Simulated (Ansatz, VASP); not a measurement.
# CdTe: VASP beside Ansatz, part 2 of 2

Aim: how closely do two programs agree when they are given the same cell, functional and k mesh? The cell is a member of a volume series, scaled by 1.015 from a relaxed one, so a pressure remains. Valence electrons are named where the data sets of a main pair hold unlike numbers.

VASP 6.6.1 and Ansatz 0.2.0.

So far. Step 2 (Ansatz: single point, HSE06, volume scaled by 1.015): The run ends at a pressure of -0.48 GPa.

### Step 3. VASP: single point, HSE06, volume scaled by 1.015 (continued)

Level of this step: HSE06; plane waves and PAW (Te, Cd) (VASP).

Numbers of over 12 decimals in the logs are rounded to 6 here.

OUTCAR, selected parts (step 3):

```text
ion  position               nearest neighbor table
   1  0.750  0.750  0.750-   2 2.86   2 2.86   2 2.86   2 2.86
   2  0.000  0.000  0.000-   1 2.86   1 2.86   1 2.86   1 2.86

  LATTYP: Found a face centered cubic cell.
 ALAT       =     6.5999565136

 Subroutine GETGRP returns: Found 24 space group operations
 (whereof 24 operations were pure point group operations)

The static configuration has the point symmetry T_d .

 Found      8 irreducible k-points:

   k-points           NKPTS =      8   k-points in BZ     NKDIM =     64   number of bands    NBANDS=     15

   dimension x,y,z NGX =    32 NGY =   32 NGZ =   32
   dimension x,y,z NGXF=    64 NGYF=   64 NGZF=   64

   ENCUT  =  450.0 eV  33.07 Ry    5.75 a.u.   8.07  8.07  8.07*2*pi/ulx,y,z

   NELECT =      18.0000    total number of electrons

 k-points in reciprocal lattice and weights: Automatic mesh
   0.00000000  0.00000000  0.00000000       0.016
   0.25000000  0.00000000  0.00000000       0.125
   0.50000000  0.00000000  0.00000000       0.062
   0.25000000  0.25000000  0.00000000       0.094
   0.50000000  0.25000000  0.00000000       0.375
  -0.25000000  0.25000000  0.00000000       0.188
   0.50000000  0.50000000  0.00000000       0.047
  -0.25000000  0.50000000  0.25000000       0.094

  exchange ACFDT corr.  =         0.00000000  see jH, gK, PRB 81, 115126

 average (electrostatic) potential at core
       1 -87.8194       2 -33.0152

 E-fermi :   1.4975

 k-point     1 :       0.0000    0.0000    0.0000
  band No.  band energies     occupation
    ...
      5      -7.8641      2.00000
      6      -7.8641      2.00000
      7       1.3639      2.00000
      8       1.3639      2.00000
      9       1.3639      2.00000
     10       2.7642      0.00000
     11       6.8789      0.00000
     12       6.8789      0.00000
     13       6.8790      0.00000
     14       9.7836      0.00000
    ...

 k-point     2 :       0.2500    0.0000    0.0000
  band No.  band energies     occupation
    ...
      5      -7.8648      2.00000
      6      -7.8647      2.00000
      7      -1.3410      2.00000
      8       0.9558      2.00000
      9       0.9558      2.00000
     10       4.0709      0.00000
     11       7.4251      0.00000
     12       7.4251      0.00000
     13       7.5190      0.00000
     14      10.5990      0.00000
    ...

 k-point     3 :       0.5000    0.0000    0.0000
  band No.  band energies     occupation
    ...
      5      -7.8581      2.00000
      6      -7.4595      2.00000
      7      -3.0540      2.00000
      8       0.6164      2.00000
      9       0.6164      2.00000
     10       3.9355      0.00000
     11       7.4466      0.00000
     12       7.4466      0.00000
     13       9.2981      0.00000
     14      10.9088      0.00000
    ...

  Total       -0.2697220     -0.2697220     -0.2697220      0.0000000      0.0000000      0.0000000
  in kB       -6.0126192     -6.0126192     -6.0126192      0.0000000      0.0000000      0.0000000
  external PRESSURE =      -6.0126192 kB  Pullay stress =       0.0000000 kB

  energy-cutoff  :      450.00
  volume of cell :       71.87
      direct lattice vectors                 reciprocal lattice vectors
     0.000000000  3.299978257  3.299978257    -0.151516150  0.151516150  0.151516150
     3.299978257  0.000000000  3.299978257     0.151516150 -0.151516150  0.151516150
     3.299978257  3.299978257  0.000000000     0.151516150  0.151516150 -0.151516150

 POSITION                                       TOTAL-FORCE (eV/Angst)
 -----------------------------------------------------------------------------------
      4.94997      4.94997      4.94997         0.000000      0.000000      0.000000
      0.00000      0.00000      0.00000        -0.000000     -0.000000     -0.000000
 -----------------------------------------------------------------------------------
    total drift:                               -0.000014     -0.000011     -0.000010

  FREE ENERGIE OF THE ION-ELECTRON SYSTEM (eV)
  ---------------------------------------------------
  free  energy   TOTEN  =        -6.0108704925 eV

  energy  without entropy=       -6.0108704925  energy(sigma->0) =       -6.01087049

 reached required accuracy - stopping structural energy minimisation

 total charge
# of ion       s       p       d       tot
------------------------------------------
    1        1.306   2.214   0.017   3.536
    2        0.427   0.284   9.577  10.288
--------------------------------------------------
tot          1.732   2.498   9.594  13.824

[... 3 further parts left out ...]
```

CONTCAR:

```
CdTe
   1.00000000000000
     0.0000000000000000    3.2999782567999998    3.2999782567999998
     3.2999782567999998    0.0000000000000000    3.2999782567999998
     3.2999782567999998    3.2999782567999998    0.0000000000000000
  Te              Cd
     1     1
Direct
     0.7500000000000000    0.7500000000000000    0.7500000000000000
     0.0000000000000000    0.0000000000000000    0.0000000000000000
```

The k-mesh is coarse for exact exchange; levels may shift by about 0.1 eV on a finer one. The PAW data sets were made with PBE, which is usual practice but a small mismatch for other functionals. The run keeps the 24 symmetry operations of its start, so it cannot find a distortion of lower symmetry.

### Step 4. Side by side

Known differences besides the potentials themselves: exact exchange at q = 0 is treated differently, which shows on coarse meshes; VASP keeps PBE cores, Ansatz makes them for the functional; the data sets hold 36 valence electrons in Ansatz (on its default PAW (the set named soft_2) files) and 18 in VASP; the cutoff is 420 eV in Ansatz and 450 eV in VASP; VASP takes a coarser grid for exact exchange (PRECFOCK = Fast). Total energies have different zeros and are not compared.

Compared:

| quantity | Ansatz | VASP | difference |
| --- | --- | --- | --- |
| pressure (GPa) | -0.48 | -0.60 | +0.12 |
| pressure without Ansatz's Pulay correction (GPa) | -0.56 | -0.60 | +0.04 |
| gap on the k mesh (eV) | 1.481 | 1.400 | +0.081 |

A gap on the mesh is an upper bound, since the band edges may lie between its points. Ansatz's pressure holds a Pulay correction of 0.09 GPa; VASP's holds none.

### Step 5. What the set-up changes

Further runs change the set-up of one program: Ansatz's method, potentials or start, or VASP's data sets, cutoff or form of LDA. The table gives Ansatz less VASP for each quantity, since a change that brings one quantity closer may part another.

| run | pressure (GPa) | gap on the k mesh (eV) | pressure without Ansatz's Pulay correction (GPa) |
| --- | --- | --- | --- |
| as above | 0.12 | 0.081 | 0.037 |
| cores kept as stored | 0.12 | 0.081 | 0.033 |
| Ansatz's larger PAW set (cutoff 620 eV) | 0.14 | 0.074 |  |
| norm-conserving potentials (cutoff 1120 eV) | 0.52 | 0.11 |  |

### Step 6. What came out

| Quantity | Value |
| --- | --- |
| difference in gap on the k mesh (single point, HSE06, volume scaled by 1.015) | 0.081 eV |

In words: The difference in gap on the k mesh is 0.081 eV (single point, HSE06, volume scaled by 1.015), at about the 0.08 eV picked in this series as the mark of a large difference. The data sets hold unlike numbers of valence electrons (36 in Ansatz and 18 in VASP), so part of the differences comes from the potentials. Single point, HSE06, volume scaled by 1.015, norm-conserving potentials (cutoff 1120 eV): the difference in pressure goes from 0.12 to 0.52 GPa; the difference in gap on the k mesh goes from 0.081 to 0.11 eV. Such differences can come from data sets, numerical settings and the points named under the comparisons, not from the functional's error against experiment.

[Lines on the potential files, build, host, timing and source positions are cut from VASP's logs without a mark.]

[Logs are printed without paths, hosts, clocks, repeated set-up lines and the standing remarks that a program may print on its own settings, such as how far it seeks lower states.]

[Hosts, paths, dates, database ids (printed as entryN), source tags and the programs' standing remarks are cut or masked in the printed files.]
